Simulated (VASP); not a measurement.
# Mg (I4/mmm) in VASP: further runs

The runs below take Mg through single point, with LDA.

All numbers are computed with VASP 6.6.1; they aren't measurements. Logs are shortened: lines on timing, memory, paths and dates and some standing lists are left out, and cuts for length are marked.

**1. The structure**

It takes space group I4/mmm (No. 139, tetragonal). Conventional cell: a = 2.828 Å, b = 2.828 Å, c = 5.655 Å, α = 90.00°, β = 90.00°, γ = 90.00°. Around Mg (site symmetry 4/mmm) lie 4 Mg at 2.83 Å.

This isn't the form of Mg at room conditions, which is hcp.

**2. Single point, LDA**

Input file INCAR:

```
PREC     = Accurate       # precision mode
ENCUT    = 520            # plane-wave cutoff, eV
EDIFF    = 1E-7           # SCF threshold, eV
ISMEAR   = 0              # smearing method
SIGMA    = 0.15           # smearing width, eV
LREAL    = F              # projectors in reciprocal space
LASPH    = T              # aspherical terms in the spheres
NELM     = 100            # most SCF steps
ALGO     = Fast           # electronic algorithm
ISIF     = 2              # what is computed and relaxed
LWAVE    = F              # write WAVECAR
LCHARG   = F              # write CHGCAR
GGA      = CA             # functional
NBANDS   = 7              # bands
```

Input file KPOINTS:

```
regular mesh
0
Gamma
  20 20 20
```

Input file POSCAR:

```
Mg
1.0
    0.0000000000      1.9995054480      2.8273007035
    1.9995054480      0.0000000000      2.8273007035
    1.9995054480      1.9995054480      0.0000000000
Mg
1
Direct
    0.0000000000      0.0000000000      0.0000000000
```

Potentials or basis: VASP PAW LDA potentials, release 64 (Mg).

The run is started by

```bash
$ cat potpaw_LDA.64/Mg/POTCAR > POTCAR
$ mpirun -np 1 vasp_std > vasp.out
```

OUTCAR:

```text
PREC = Accurate
   ENCUT = 520
   EDIFF = 1E-7
   ISMEAR = 0
   LREAL = F
   LASPH = T
   NELM = 100
   ISIF = 2
   GGA = CA

 ion  position               nearest neighbor table
   1  0.000  0.000  0.000-

  LATTYP: Found a body centered tetragonal cell.
 ALAT       =     2.8277277226
 C/A-ratio  =     1.9996979772

  Lattice vectors:

 A1 = (  -1.9995054480,   0.0000000000,   2.8273007035)
 A2 = (   1.9995054480,   0.0000000000,   2.8273007035)
 A3 = (   0.0000000000,   1.9995054480,  -2.8273007035)

Analysis of symmetry for initial positions (statically):
=====================================================================
 Subroutine PRICEL returns:
 Original cell was already a primitive cell.

 Routine SETGRP: Setting up the symmetry group for a
 body centered tetragonal supercell.

 Subroutine GETGRP returns: Found 16 space group operations
 (whereof 16 operations were pure point group operations)
 out of a pool of 16 trial point group operations.

The static configuration has the point symmetry D_4h.

Analysis of symmetry for dynamics (positions and initial velocities):
=====================================================================
 Subroutine PRICEL returns:
 Original cell was already a primitive cell.

 Routine SETGRP: Setting up the symmetry group for a
 body centered tetragonal supercell.

 Subroutine GETGRP returns: Found 16 space group operations
 (whereof 16 operations were pure point group operations)
 out of a pool of 16 trial point group operations.

The dynamic configuration has the point symmetry D_4h.

 Subroutine INISYM returns: Found 16 space group operations
 (whereof 16 operations are pure point group operations),
 and found     1 'primitive' translations

----------------------------------------------------------------------------------------

                                     Primitive cell

  volume of cell :      22.6072

  direct lattice vectors                    reciprocal lattice vectors
     0.000000000  1.999505448  2.827300704    -0.250061834  0.250061834  0.176847125
     1.999505448  0.000000000  2.827300704     0.250061834 -0.250061834  0.176847125
     1.999505448  1.999505448  0.000000000     0.250061834  0.250061834 -0.176847125

  length of vectors
     3.462896375  3.462896375  2.827727723     0.395394420  0.395394420  0.395394420

  position of ions in fractional coordinates (direct lattice)
     0.000000000  0.000000000  0.000000000

  ion indices of the primitive-cell ions
   primitive index   ion index
                 1           1

----------------------------------------------------------------------------------------

 KPOINTS: regular mesh

Automatic generation of k-mesh.
 Grid dimensions read from file:
 generate k-points for:   20   20   20

 Generating k-lattice:

  Cartesian coordinates                     Fractional coordinates (reciprocal lattice)
    -0.012503092  0.012503092  0.008842356     0.050000000  0.000000000  0.000000000
     0.012503092 -0.012503092  0.008842356     0.000000000  0.050000000  0.000000000
     0.012503092  0.012503092 -0.008842356     0.000000000  0.000000000  0.050000000

  Length of vectors
     0.019769721  0.019769721  0.019769721

  Shift w.r.t. Gamma in fractional coordinates (k-lattice)
     0.000000000  0.000000000  0.000000000

 Subroutine IBZKPT returns following result:
 ===========================================

 Found    641 irreducible k-points:

 Following reciprocal coordinates:
            Coordinates               Weight
  0.000000  0.000000  0.000000      1.000000
  0.050000  0.000000  0.000000      8.000000
  0.100000  0.000000  0.000000      8.000000
  0.150000  0.000000  0.000000      8.000000
  0.200000  0.000000  0.000000      8.000000
  0.250000  0.000000  0.000000      8.000000
[... 16 lines left out ...]
 -0.400000  0.050000  0.000000      8.000000
 -0.350000  0.050000  0.000000      8.000000
 [... further k-points ...]
   k-points           NKPTS =    641   k-points in BZ     NKDIM =    641   number of bands    NBANDS=      7
   number of dos      NEDOS =    301   number of ions     NIONS =      1
   total plane-waves  NPLWV =  18816
   dimension x,y,z NGX =    28 NGY =   28 NGZ =   24
   dimension x,y,z NGXF=    56 NGYF=   56 NGZF=   48
   ions per type =               1
   NGX,Y,Z   is equivalent  to a cutoff of  13.44, 13.44, 14.11 a.u.
   NGXF,Y,Z  is equivalent  to a cutoff of  26.88, 26.88, 28.22 a.u.
 SYSTEM =  unknown system
   PREC   = accura    normal or accurate (medium, high low for compatibility)
   ISTART =      0    job   : 0-new  1-cont  2-samecut
   ICHARG =      2    charge: 1-file 2-atom 10-const
   ISPIN  =      1    spin polarized calculation?
   LNONCOLLINEAR =      F non collinear calculations
   LSORBIT =      F    spin-orbit coupling
   LASPH  =      T    aspherical Exc in radial PAW
   ENCUT  =  520.0 eV  38.22 Ry    6.18 a.u.   6.44  6.44  5.26*2*pi/ulx,y,z
   NELM   =    100;   NELMIN=  2; NELMDL= -5     # of ELM steps
   EDIFF  = 0.1E-06   stopping-criterion for ELM
   LREAL  =      F    real-space projection
   EDIFFG = 0.1E-05   stopping-criterion for IOM
   NSW    =      0    number of steps for IOM
   IBRION =     -1    ionic relax: 0-MD 1-quasi-New 2-CG
   NFREE  =      0    steps in history (QN), initial steepest desc. (CG)
   ISIF   =      2    stress and relaxation
   ISYM   =      2    0-nonsym 1-usesym 2-fastsym
   POTIM  = 0.5000    time-step for ionic-motion
   TEBEG  =    0.0;   TEEND  =   0.0 temperature during run
   PSTRESS=    0.0 pullay stress
   NELECT =       2.0000    total number of electrons
   NUPDOWN=      -1.0000    fix difference up-down
   EMIN   =  10.00;   EMAX   =-10.00  energy-range for DOS
   EFERMI =   0.00;   METHOD = LEGACY
   ISMEAR =     0;   SIGMA  =   0.15  broadening in eV -4-tet -1-fermi 0-gaus
   EFERMI_NEDOS =   21; number of points for ismear=-14 and -15
   IALGO  =     68    algorithm
   IMIX   =      4    mixing-type and parameters
     AMIX     =   0.40;   BMIX     =  1.00
     AMIX_MAG =   1.60;   BMIX_MAG =  1.00
  volume/ion in A,a.u.               =      22.61       152.56
  Fermi-wavevector in a.u.,A,eV,Ry     =   0.729462  1.378483  7.239854  0.532114
  Thomas-Fermi vector in A             =   1.821189
   LORBIT       =      0    0 simple, 1 ext, 2 COOP (PROOUT), +10 PAW based schemes
   GGA     = CA    functional components
   LHFCALC =     F    Hartree Fock is set to
   AEXX    =    0.0000 exact exchange contribution
   IVDW    =     0    specifies the selected vdW correction
   LEPSILON=     F    determine dielectric tensor
   LRPA    =     F    only Hartree local field effects (RPA)
 non-spin polarized calculation
 RMM-DIIS sequential band-by-band and
 Gauss-broadening in eV      SIGMA  =   0.15
  energy-cutoff  :      520.00
  volume of cell :       22.61
 maximum number of plane-waves:       631
 NGX is ok and might be reduce to    28

 number of electron       2.0000000 magnetization

 Free energy of the ion-electron system (eV)
  ---------------------------------------------------
  ext. energy  EPLUGINS =         0.00000000
  ---------------------------------------------------
  free energy    TOTEN  =        -1.60661337 eV

  energy without entropy =       -1.60104427  energy(sigma->0) =       -1.60382882

 E-fermi :   2.5691     XC(G=0):  -8.7176

 val. band max:        2.5648578455   @ k =  -0.2500   0.4000   0.2500
 cond. band min:       2.5718596447   @ k =  -0.3500   0.0500   0.3500
 fundamental gap:      0.0070017992
 Fermi energy:         2.5691366494

 k-point     1 :       0.0000    0.0000    0.0000
  band No.  band energies     occupation
      1      -4.4384      2.00000
      2      12.8119      0.00000
      3      13.2788      0.00000
      4      14.0350      0.00000
      5      17.0783      0.00000
      6      17.0783      0.00000
      7      17.3858      0.00000

 k-point     2 :       0.0500    0.0000    0.0000
  band No.  band energies     occupation
      1      -4.3795      2.00000
      2      12.2566      0.00000
      3      13.6578      0.00000
      4      13.9044      0.00000
      5      16.0555      0.00000
      6      16.8662      0.00000
      7      17.6303      0.00000

 k-point     3 :       0.1000    0.0000    0.0000
  band No.  band energies     occupation
      1      -4.2030      2.00000
      2      11.5850      0.00000
      3      12.6736      0.00000
      4      14.5293      0.00000
      5      15.0156      0.00000
      6      16.6377      0.00000
      7      17.9951      0.00000

 k-point     4 :       0.1500    0.0000    0.0000
  band No.  band energies     occupation
      1      -3.9097      2.00000
      2      10.8573      0.00000
      3      11.4138      0.00000
      4      13.7422      0.00000
      5      15.6644      0.00000
      6      16.4918      0.00000
      7      18.3661      0.00000

 k-point     5 :       0.2000    0.0000    0.0000
  band No.  band energies     occupation
      1      -3.5006      2.00000
      2       9.5423      0.00000
      3      10.6976      0.00000
      4      12.9384      0.00000
      5      16.3985      0.00000
      6      16.4344      0.00000
      7      18.8607      0.00000
[... 161 lines left out ...]
 k-point    22 :      -0.4500    0.0500    0.0000
  band No.  band energies     occupation
      1       0.8118      2.00000
      2       1.8706      2.00000
      3       8.7787      0.00000
      4      11.2984      0.00000
      5      17.4045      0.00000
      6      18.9444      0.00000
      7      19.0524      0.00000

 k-point    23 :      -0.4000    0.0500    0.0000
  band No.  band energies     occupation
      1      -0.1552      2.00000
      2       3.0201      0.00002
      3       9.0713      0.00000
      4      11.2007      0.00000
      5      17.5760      0.00000
      6      18.9377      0.00000
      7      19.0498      0.00000

 k-point    24 :      -0.3500    0.0500    0.0000
  band No.  band energies     occupation
      1      -1.0636      2.00000
      2       4.3097      0.00000
      3       9.4632      0.00000
      4      11.2050      0.00000
      5      17.4727      0.00000
      6      18.4264      0.00000
      7      19.5069      0.00000

 [... further k-points ...]

------------------------ aborting loop because EDIFF is reached ----------------------------------------

  FORCE on cell =-STRESS in cart. coord.  units (eV):
  Direction    XX          YY          ZZ          XY          YZ          ZX
  --------------------------------------------------------------------------------------
  -------------------------------------------------------------------------------------
  Total        0.6409557      0.6409557     -1.0747147      0.0000000     -0.0000000      0.0000000
  in kB       45.4246302     45.4246302    -76.1652030      0.0000000     -0.0000000      0.0000000
  external PRESSURE =       4.8946858 kB  Pullay stress =       0.0000000 kB

 VOLUME and BASIS-vectors are now :
 -----------------------------------------------------------------------------
  energy-cutoff  :      520.00
  volume of cell :       22.61
      direct lattice vectors                 reciprocal lattice vectors
     0.000000000  1.999505448  2.827300704    -0.250061834  0.250061834  0.176847125
     1.999505448  0.000000000  2.827300704     0.250061834 -0.250061834  0.176847125
     1.999505448  1.999505448  0.000000000     0.250061834  0.250061834 -0.176847125

 POSITION                                       TOTAL-FORCE (eV/Angst)
 -----------------------------------------------------------------------------------
      0.00000      0.00000      0.00000         0.000000      0.000000      0.000000
 -----------------------------------------------------------------------------------
    total drift:                                0.000000      0.000000      0.000000

  FREE ENERGIE OF THE ION-ELECTRON SYSTEM (eV)
  ---------------------------------------------------
  free  energy   TOTEN  =        -1.6066133678 eV

  energy  without entropy=       -1.6010442669  energy(sigma->0) =       -1.60382882
```

Run time: 34 s. Hardware: 1 thread of Intel Xeon 6975P-C (Granite Rapids), shared host; peak memory 0.22 GiB.

What came out:

```yaml
Free_energy: -1.6066 eV
Pressure: 0.5 GPa
Band_gap_on_the_k_mesh: none (metal or under the smearing width)
```

**3. Single point, LDA**

This run uses another cell than the first one, of the same volume but with other edges.

Input file INCAR:

```
PREC = Accurate
ENCUT = 520
EDIFF = 1E-7
ISMEAR = 0
SIGMA = 0.15
LREAL = F
LASPH = T
NELM = 100
ALGO = Normal
ISIF = 2
LWAVE = F
LCHARG = F
GGA = CA
NBANDS = 7
```

Input file KPOINTS:

```
Automatic mesh
0
Gamma
  20 20 20
```

Input file POSCAR:

```
Mg
1.0
    0.0000000000      2.1119257540      2.5343109048
    2.1119257540      0.0000000000      2.5343109048
    2.1119257540      2.1119257540      0.0000000000
Mg
1
Direct
    0.0000000000      0.0000000000      0.0000000000
```

Potentials or basis: VASP PAW LDA potentials, release 64 (Mg).

The run is started by

```bash
$ cat potpaw_LDA.64/Mg/POTCAR > POTCAR
$ mpirun -np 1 vasp_std > vasp.out
```

Run time: 33 s. Hardware: 1 thread of Intel Xeon 6975P-C (Granite Rapids), shared host; peak memory 0.22 GiB.

The run converged. Its results:

- Free energy: -1.7470 eV
- Pressure: -1.3 GPa
- Band gap on the k mesh: none (metal or under the smearing width)

Stress tensor (GPa, compression positive):
```
 0.61  0.00  0.00
 0.00  0.61  0.00
 0.00  0.00 -5.21
```

Levels at points of the mesh, in eV from the Fermi level:
| k point | band 1 | band 2 | band 3 | band 4 | band 5 | band 6 |
| --- | --- | --- | --- | --- | --- | --- |
| (0.00, 0.00, 0.00) | -6.99 | 11.71 | 13.21 | 13.21 | 13.82 | 14.35 |
| (0.50, 0.00, 0.00) | -1.65 | -1.23 | 9.30 | 9.33 | 13.12 | 14.13 |
| (0.50, 0.50, 0.00) | -1.50 | -1.02 | 7.47 | 8.89 | 8.89 | 11.54 |
| (0.50, 0.00, 0.50) | 0.61 | 1.73 | 5.84 | 5.87 | 6.70 | 8.98 |
